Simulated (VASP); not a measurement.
# Ni (Fm-3m) in VASP: notebook, part 2 of 2

VASP 6.6.1.

## 4. Single point, PBE, collinear spin, ferromagnetic start

This run uses another cell than the first one, of 10.90 Å³/atom, 0.997 times its volume.

INCAR reads:

```
ALGO = Normal ; EDIFF = 1E-7
ENCUT = 520 ; GGA = PE
ISIF = 2 ; ISMEAR = 0
ISPIN = 2 ; LASPH = True
LCHARG = False ; LMAXMIX = 4
LORBIT = 11 ; LREAL = False
LWAVE = False ; MAGMOM = 0.8
NBANDS = 15 ; NELM = 150
PREC = Accurate ; SIGMA = 0.1
```

KPOINTS reads:

```
k-points
0
Gamma
  8 8 8
```

POSCAR reads:

```
Ni                                      
1.0
    0.0000000000      1.7599201472      1.7599201472
    1.7599201472      0.0000000000      1.7599201472
    1.7599201472      1.7599201472      0.0000000000
  Ni            
     1
Direct
     0.0000000000000000    0.0000000000000000    0.0000000000000000
```

Potentials or basis: VASP PAW PBE potentials, release 64 (Ni).

Started as:

```
cat potpaw_PBE.64/Ni/POTCAR > POTCAR
mpirun -np 1 vasp_std > vasp.out
```

OUTCAR:

```text
EDIFF = 1E-7
   ENCUT = 520
   GGA = PE
   ISIF = 2
   ISMEAR = 0
   ISPIN = 2
   LASPH = True
   LORBIT = 11
   LREAL = False
   NELM = 150
   PREC = Accurate

 ion  position               nearest neighbor table
   1  0.000  0.000  0.000-

  LATTYP: Found a face centered cubic cell.
 ALAT       =     3.5198402944

  Lattice vectors:

 A1 = (   0.0000000000,   1.7599201472,   1.7599201472)
 A2 = (   1.7599201472,   0.0000000000,   1.7599201472)
[... 1074 lines left out ...]
  -------------------------------------------------------------------------------------
  Total        0.0017588      0.0017588      0.0017588      0.0000000      0.0000000      0.0000000
  in kB        0.2584786      0.2584786      0.2584786      0.0000000      0.0000000      0.0000000
  external PRESSURE =       0.2584786 kB  Pullay stress =       0.0000000 kB

 VOLUME and BASIS-vectors are now :
 -----------------------------------------------------------------------------
  energy-cutoff  :      520.00
  volume of cell :       10.90
      direct lattice vectors                 reciprocal lattice vectors
     0.000000000  1.759920147  1.759920147    -0.284103799  0.284103799  0.284103799
     1.759920147  0.000000000  1.759920147     0.284103799 -0.284103799  0.284103799
     1.759920147  1.759920147  0.000000000     0.284103799  0.284103799 -0.284103799

 POSITION                                       TOTAL-FORCE (eV/Angst)
 -----------------------------------------------------------------------------------
      0.00000      0.00000      0.00000         0.000000      0.000000      0.000000
 -----------------------------------------------------------------------------------
    total drift:                                0.000000      0.000000      0.000000

  FREE ENERGIE OF THE ION-ELECTRON SYSTEM (eV)
  ---------------------------------------------------
  free  energy   TOTEN  =        -5.4743074427 eV

  energy  without entropy=       -5.4644689872  energy(sigma->0) =       -5.46938821

 total charge

# of ion       s       p       d       tot
------------------------------------------
    1        0.498   0.501   8.305   9.304

 magnetization (x)

# of ion       s       p       d       tot
------------------------------------------
    1       -0.004  -0.022   0.735   0.709
```

OSZICAR:

```text
N       E                     dE             d eps       ncg     rms          rms(c)
DAV:   1     0.327458176770E+02    0.32746E+02   -0.42284E+03  1876   0.843E+02
DAV:   2    -0.503534116493E+01   -0.37781E+02   -0.35217E+02  1985   0.163E+02
DAV:   3    -0.649423629198E+01   -0.14589E+01   -0.14450E+01  2125   0.311E+01
DAV:   4    -0.650325191889E+01   -0.90156E-02   -0.90143E-02  2147   0.234E+00
DAV:   5    -0.650336899221E+01   -0.11707E-03   -0.11707E-03  2151   0.240E-01    0.982E+00
DAV:   6    -0.580911847194E+01    0.69425E+00   -0.13468E+01  2482   0.399E+01    0.584E+00
DAV:   7    -0.549368538505E+01    0.31543E+00   -0.21948E+00  2244   0.149E+01    0.199E+00
DAV:   8    -0.547712141043E+01    0.16564E-01   -0.33461E-02  2223   0.132E+00    0.979E-01
DAV:   9    -0.547474820193E+01    0.23732E-02   -0.19536E-03  2803   0.283E-01    0.244E-01
DAV:  10    -0.547429786354E+01    0.45034E-03   -0.67981E-04  2573   0.135E-01    0.556E-02
DAV:  11    -0.547430604232E+01   -0.81788E-05   -0.79906E-06  2120   0.316E-02    0.322E-02
DAV:  12    -0.547430675843E+01   -0.71612E-06   -0.10167E-06  2577   0.798E-03    0.101E-02
DAV:  13    -0.547430740722E+01   -0.64879E-06   -0.96336E-07  2180   0.560E-03    0.961E-04
DAV:  14    -0.547430744274E+01   -0.35518E-07   -0.20382E-08  1332   0.145E-03
   1 F= -.54743074E+01 E0= -.54693882E+01  d E =-.983846E-02  mag=     0.6992
```

It took 13 s on 1 thread of Intel Xeon Platinum 8259CL at 2.50GHz (Skylake/Cascade Lake), shared host; peak memory 0.13 GiB.

What came out:

| Property | Result |
| --- | --- |
| Free energy | -5.4743 eV |
| Pressure | 0.0 GPa |
| Band gap on the k mesh | none (metal or under the smearing width) |
| Net moment | 0.70 μB per cell |
| Site moments | Ni +0.71 μB |
| Valence electrons inside the program's atomic spheres | Ni 9.30 |

Caveat: the k mesh is coarse (spacing up to 0.39 Å⁻¹), so the values aren't converged.

## 5. Single point, PBE, collinear spin, ferromagnetic start (a relaxed cell with its volume scaled by 0.97)

INCAR is that of step 4.

KPOINTS is that of step 4.

POSCAR reads:

```
Ni                                      
1.0
    0.0000000000      1.7421419605      1.7421419605
    1.7421419605      0.0000000000      1.7421419605
    1.7421419605      1.7421419605      0.0000000000
  Ni            
     1
Direct
     0.0000000000000000    0.0000000000000000    0.0000000000000000
```

Potentials or basis: VASP PAW PBE potentials, release 64 (Ni).

Started as:

```
cat potpaw_PBE.64/Ni/POTCAR > POTCAR
mpirun -np 1 vasp_std > vasp.out
```

OUTCAR:

```text
EDIFF = 1E-7
   ENCUT = 520
   GGA = PE
   ISIF = 2
   ISMEAR = 0
   ISPIN = 2
   LASPH = True
   LORBIT = 11
   LREAL = False
   NELM = 150
   PREC = Accurate

 ion  position               nearest neighbor table
   1  0.000  0.000  0.000-

  LATTYP: Found a face centered cubic cell.
 ALAT       =     3.4842839210

  Lattice vectors:

 A1 = (   0.0000000000,   1.7421419605,   1.7421419605)
 A2 = (   1.7421419605,   0.0000000000,   1.7421419605)
[... 1073 lines left out ...]
  -------------------------------------------------------------------------------------
  Total        0.4282491      0.4282491      0.4282491      0.0000000      0.0000000      0.0000000
  in kB       64.8823276     64.8823276     64.8823276      0.0000000      0.0000000      0.0000000
  external PRESSURE =      64.8823276 kB  Pullay stress =       0.0000000 kB

 VOLUME and BASIS-vectors are now :
 -----------------------------------------------------------------------------
  energy-cutoff  :      520.00
  volume of cell :       10.58
      direct lattice vectors                 reciprocal lattice vectors
     0.000000000  1.742141960  1.742141960    -0.287003018  0.287003018  0.287003018
     1.742141960  0.000000000  1.742141960     0.287003018 -0.287003018  0.287003018
     1.742141960  1.742141960  0.000000000     0.287003018  0.287003018 -0.287003018

 POSITION                                       TOTAL-FORCE (eV/Angst)
 -----------------------------------------------------------------------------------
      0.00000      0.00000      0.00000         0.000000      0.000000      0.000000
 -----------------------------------------------------------------------------------
    total drift:                                0.000000     -0.000000     -0.000000

  FREE ENERGIE OF THE ION-ELECTRON SYSTEM (eV)
  ---------------------------------------------------
  free  energy   TOTEN  =        -5.4678769264 eV

  energy  without entropy=       -5.4583952861  energy(sigma->0) =       -5.46313611

 total charge

# of ion       s       p       d       tot
------------------------------------------
    1        0.511   0.529   8.319   9.360

 magnetization (x)

# of ion       s       p       d       tot
------------------------------------------
    1       -0.004  -0.022   0.732   0.706
```

OSZICAR:

```text
N       E                     dE             d eps       ncg     rms          rms(c)
DAV:   1     0.329581903681E+02    0.32958E+02   -0.41707E+03  1828   0.850E+02
DAV:   2    -0.502384180601E+01   -0.37982E+02   -0.35077E+02  1943   0.163E+02
DAV:   3    -0.648857854087E+01   -0.14647E+01   -0.14469E+01  2097   0.315E+01
DAV:   4    -0.649666285974E+01   -0.80843E-02   -0.80832E-02  2188   0.222E+00
DAV:   5    -0.649674722040E+01   -0.84361E-04   -0.84359E-04  2128   0.206E-01    0.101E+01
DAV:   6    -0.576927929108E+01    0.72747E+00   -0.12761E+01  2489   0.393E+01    0.560E+00
DAV:   7    -0.548875004157E+01    0.28053E+00   -0.19806E+00  2202   0.143E+01    0.210E+00
DAV:   8    -0.547060280148E+01    0.18147E-01   -0.33919E-02  2293   0.139E+00    0.100E+00
DAV:   9    -0.546830226326E+01    0.23005E-02   -0.17713E-03  2851   0.265E-01    0.245E-01
DAV:  10    -0.546786745096E+01    0.43481E-03   -0.57077E-04  2602   0.128E-01    0.566E-02
DAV:  11    -0.546787566208E+01   -0.82111E-05   -0.60006E-06  2065   0.272E-02    0.314E-02
DAV:  12    -0.546787629997E+01   -0.63789E-06   -0.12006E-06  2588   0.766E-03    0.922E-03
DAV:  13    -0.546787689831E+01   -0.59834E-06   -0.82866E-07  2152   0.501E-03    0.983E-04
DAV:  14    -0.546787692642E+01   -0.28113E-07   -0.19126E-08  1325   0.138E-03
   1 F= -.54678769E+01 E0= -.54631361E+01  d E =-.948164E-02  mag=     0.6992
```

It took 11 s on 1 thread of Intel Xeon Platinum 8259CL at 2.50GHz (Skylake/Cascade Lake), shared host; peak memory 0.12 GiB.

What came out:

| Item | Value |
| --- | --- |
| Free energy | -5.4679 eV |
| Pressure | 6.5 GPa |
| Band gap on the k mesh | none (metal or under the smearing width) |
| Net moment | 0.70 μB per cell |
| Site moments | Ni +0.71 μB |
| Valence electrons inside the program's atomic spheres | Ni 9.36 |

Caveat: the k mesh is coarse (spacing up to 0.39 Å⁻¹), so the values aren't converged.

## 6. Overview

```csv
task,cell,gap on the mesh (eV),pressure (GPa),moment (μB)
relaxation of cell and atoms,relaxed,none,0.0,0.70
single point,as given,none,0.0,0.70
single point,a relaxed cell with its volume scaled by 0.97,none,6.5,0.70
```

Alike in all rows: level PBE; potentials or basis VASP PAW PBE potentials, release 64 (Ni); spin collinear, ferromagnetic start; k mesh 8 × 8 × 8; cutoff (eV) 520; smearing gaussian 0.1 eV; the mesh is coarse, so values aren't converged.

Caveats: all runs use coarse meshes; the relaxation stopped at its first step, so nothing moved (some runs).

Total energies depend on the potentials used, so only differences within one code and one set of settings carry meaning.
